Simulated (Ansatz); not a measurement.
Set up this calculation in Ansatz 0.2.0, as the native input.

| Property | Result |
| --- | --- |
| Task | single point |
| Functional | PBE |
| Potentials or basis | all-electron LAPW, scalar-relativistic |
| Cutoff | 282 eV (chosen from the basis error) |
| Basis error allowed | 0.001 eV/atom |
| k mesh | 9 × 9 × 2 |
| Occupations | fermi-dirac, width 0.05 eV |
| Spin | no spin polarisation |

Te2Mo, a slab with vacuum:

```xyz
3
Lattice="3.5602 0.0000 0.0000 -1.7801 3.0833 0.0000 0.0000 0.0000 17.5241" Properties=species:S:1:pos:R:3 pbc="T T T"
Te   -0.0160    2.0680    1.7436
Te    0.0402    2.0447   15.7363
Mo   -0.0618   -0.0598    0.0200
```

The cell isn't the ideal one: atoms moved at random, drawn with an rms of 0.05 Å.

One way to write it, as run:

input.yaml

```yaml
crystal:
  lattice:
    - [3.560232814, 0.0, 0.0]
    - [-1.780116407, 3.0832520603, 0.0]
    - [0.0, 0.0, 17.52405782]
  atoms:
    - { symbol: Te, position: [0.330865, 0.670728, 0.099497] }
    - { symbol: Te, position: [0.342878, 0.66316, 0.897984] }
    - { symbol: Mo, position: [-0.027059, -0.019396, 0.001144] }
kpoints:
  mp_grid: { grid: [9, 9, 2] }
scf:
  occupations: { method: fermi_dirac, width: 0.05 }
hamiltonian:
  xc: pbe
  pseudopotentials: { kind: all_electron, lapw: { basis_error: 0.001 } }
output:
  forces: true
  stress: true
  eigenvalues: true
  populations: true
```

Potentials or basis: all-electron LAPW, scalar-relativistic.

Command:

```sh
$ ansatz run input.yaml --threads 2 --pin off --max-ram 6144MiB --backend cpu --events-out ev --progress --plain --runs-dir out
```

It gave:

| Property | Result |
| --- | --- |
| Largest force | 1.708 eV/Å |
| Band gap on the k mesh | 1.02 eV, direct |

Caveat: spin-orbit coupling is left out, which moves the levels of the heavy elements.

It took 3.9 min on 2 threads of Arm Neoverse V1, with other jobs on the host, peak memory 1.1 GiB.
